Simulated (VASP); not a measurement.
AgCl: single point with PBEsol

**What was measured.**

A printed reference work, data compilation reports, for a bulk crystal of AgCl: band gap 3.249 eV (indirect).

AgCl:

```
Ag Cl
1.0
     0.00000    2.72297    2.72297
     2.72297    0.00000    2.72297
     2.72297    2.72297    0.00000
Ag Cl
1 1
Direct
  0.00000 0.00000 0.00000
  0.50000 0.50000 0.50000
```

The cell is a database's computed one.

```yaml
Program: VASP 6.6.1
Task: single point
Functional: PBEsol
Potentials_or_basis: VASP PAW PBE potentials, release 64 (Ag, Cl)
Cutoff: 520 eV
k_mesh: 14 × 14 × 14
Occupations: gaussian, width 0.02 eV
Spin: no spin polarisation
```

| Item | Value |
| --- | --- |
| Pressure | -0.1 GPa |
| Band gap on the k mesh | 0.72 eV, indirect (least direct gap 3.06 eV) |

Levels at points of the mesh, in eV from the valence-band top:
```
           k point  band 6  band 7  band 8  band 9  band 10  band 11  band 12  band 13
(0.00, 0.00, 0.00)   -2.67   -2.56   -2.56   -2.56     0.72    10.72    10.72    10.72
(0.50, 0.00, 0.00)   -2.28   -1.94    0.00    0.00     3.88     6.75     7.42     7.42
(0.50, 0.50, 0.00)   -2.45   -2.14   -2.14   -2.02     2.14     7.78     8.64    11.63
```

It took 49 s on 1 thread of AMD EPYC 7R13 Processor (Zen 3) (shared host), peak memory 0.18 GiB.

Against the measured gap of AgCl, 3.249 eV (indirect; a printed reference work, data compilation), the calculated 0.72 eV is off by -2.53 eV. So large a miss can be the level of theory's own, or it may mean another phase, state or a wrong row. Spin-orbit coupling on Ag is left out. The value is that of PBEsol on a finite k mesh, which can miss the band edges, without temperature or zero-point motion. Semilocal functionals fall short of measured gaps as a rule. The cell is a database's relaxed one, not the measured one, which moves gaps too.

Caveat: the PAW data sets were made with another functional, which shifts forces and pressure a little.
